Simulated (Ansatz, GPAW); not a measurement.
Given: the input of a run of Ansatz 0.2.0 on V. 

File input.yaml:

```yaml
crystal:
  lattice:
    - [-1.51435, 1.51435, 1.51435]
    - [1.51435, -1.51435, 1.51435]
    - [1.51435, 1.51435, -1.51435]
  atoms:
    - { symbol: V, position: [0.0, 0.0, 0.0], spin: 2.0 }
hamiltonian:
  xc: pbe
  pseudopotentials: { kind: paw }
magnetization:
  spin_polarized: true
kpoints:
  mp_grid: { grid: [12, 12, 12] }
scf:
  occupations: { method: gaussian, width: 0.024 }
output:
  forces: true
  stress: true
  eigenvalues: true
```

Potentials or basis: Ansatz PAW.

Command:

```console
$ ansatz run input.yaml --threads 2 --pin off --max-ram 5632MiB --backend cpu --events-out ev --progress --plain --runs-dir out
```

Question: What does the same run look like in GPAW 26.7.0 (ASE script)? Potentials or basis there: GPAW PAW data sets (gpaw-data 1.2.1), cutoff 600 eV.

Answer: As run (cutoffs and basis follow the program's own potentials, and thresholds, step limits or extra output files can differ):

Contents of run.py:

```python
from ase import Atoms
from ase.dft.bandgap import bandgap
from ase.io import write
from ase.units import GPa
from gpaw import GPAW, PW

atoms = Atoms(['V'],
              cell=[[-1.51435, 1.51435, 1.51435],
                    [1.51435, -1.51435, 1.51435],
                    [1.51435, 1.51435, -1.51435]],
              scaled_positions=[[0.0, 0.0, 0.0]],
              pbc=True)
atoms.set_initial_magnetic_moments([2.0])

calc = GPAW(mode=PW(600),
            xc='PBE',
            kpts={'size': (12, 12, 12), 'gamma': True},
            occupations={'name': 'methfessel-paxton', 'order': 0, 'width': 0.024},
            nbands=15,
            convergence={'density': 1e-05, 'energy': 1e-05},
            maxiter=150,
            txt='gpaw.txt')
atoms.calc = calc
energy = atoms.get_potential_energy()
forces = atoms.get_forces()
stress = atoms.get_stress()
calc.write('gs.gpw')
write('result.traj', atoms)
print(f'Energy: {energy:.6f} eV')
print('Forces (eV/A):')
print(forces.round(4))
print('Stress (GPa):', (stress / GPa).round(3))
print('Moments:', calc.get_magnetic_moments().round(3))
print('Fermi level:', round(calc.get_fermi_level(), 4), 'eV')
print(f'Gap: {bandgap(calc)[0]:.4f} eV, direct: {bandgap(calc, direct=True)[0]:.4f} eV')
```

Potentials or basis: GPAW PAW data sets (gpaw-data 1.2.1), pw.

Launch:

```sh
$ OMP_NUM_THREADS=1 python run.py
```

Both were run:

|  | Ansatz | GPAW |
| --- | --- | --- |
| Pressure | -5.2 GPa | -4.2 GPa |
| Net moment | 0.12 μB per cell | 0.11 μB per cell |

Ansatz's pressure holds a Pulay term of +0.08 GPa for its cutoff of 420 eV, which the other run lacks.

Where Ansatz's input types no cutoff or centring, it takes its own default and a Γ-centred mesh.

The magnetic state is the one that the start led to; the real crystal's order can differ.

Pressure is positive in compression.
